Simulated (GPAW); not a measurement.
Something may be wrong with this GPAW 26.7.0 calculation of TiAl.

The input run.py:

```python
from ase.dft.bandgap import bandgap
from ase.io import write
from ase.spacegroup import crystal
from ase.units import GPa
from gpaw import GPAW, PW, setup_paths

setup_paths.insert(0, '.')

# Ti 1a
# Al 1b
atoms = crystal(['Ti', 'Al'],
                basis=[[0.0, 0.0, 0.0],
                       [0.5, 0.5, 0.5]],
                spacegroup=221, setting=1,  # Pm-3m
                cellpar=[3.04644608, 3.04644608, 3.04644608, 90.0, 90.0, 90.0],
                primitive_cell=True)

calc = GPAW(mode=PW(600),
            xc='revPBE',
            kpts={'size': (5, 5, 5), 'gamma': True},
            occupations={'name': 'fermi', 'width': 0.05},
            setups={'Ti': ':d,5.3'},
            nbands=17,
            convergence={'density': 1e-05, 'energy': 1e-05},
            maxiter=60,
            txt='gpaw.txt')
atoms.calc = calc
energy = atoms.get_potential_energy()
forces = atoms.get_forces()
stress = atoms.get_stress()
calc.write('gs.gpw')
write('result.traj', atoms)
print(f'Energy: {energy:.6f} eV')
print('Forces (eV/A):')
print(forces.round(4))
print('Stress (GPa):', (stress / GPa).round(3))
print('Fermi level:', round(calc.get_fermi_level(), 4), 'eV')
print(f'Gap: {bandgap(calc)[0]:.4f} eV, direct: {bandgap(calc, direct=True)[0]:.4f} eV')
```

Potentials or basis: PAW data sets generated in the run's folder for this functional, pw.

Run with:

```bash
$ gpaw-setup -f revPBE Al Ti
$ OMP_NUM_THREADS=1 python run.py
```

gpaw.txt:

```text
__  _  _
 | _ |_)|_||  |
 |__||  | ||/\| - 26.7.0

Input parameters:
  mode=PW(ecut=600.0),
  convergence={'density': 1e-05, 'energy': 1e-05},
  kpts=MonkhorstPack(size=(5, 5, 5), gamma=True),
  maxiter=60,
  nbands=17,
  occupations=Occupations(name='fermi', width=0.05),
  setups={'Ti': ':d,5.3'},
  xc=XC(name='revPBE')
```

On the terminal:

```text
Traceback (most recent call last):
  File "run.py", line 28, in <module>
  File "ase/atoms.py", line 1971, in get_potential_energy
  File "new/ase_interface.py", line 292, in get_potential_energy
  File "new/ase_interface.py", line 215, in calculate_property
  File "new/ase_interface.py", line 153, in iconverge
  File "new/ase_interface.py", line 258, in create_new_calculation
  File "new/calculation.py", line 158, in from_parameters
  File "new/calculation.py", line 135, in __init__
  File "dft.py", line 994, in create_dft_calculation_components
  File "new/builder.py", line 350, in create_scf_loop
  File "new/builder.py", line 299, in create_occupation_number_calculator
  File "new/smearing.py", line 43, in __init__
  File "occupations.py", line 842, in create_occ_calc
ValueError: Unknown occupation number object name: fermi
```

Question: Diagnose the run.

Answer: The program refused the input. The input holds a flaw that was put in on purpose: smearing name that the code doesn't know (occupations = name fermi, width 0.05).
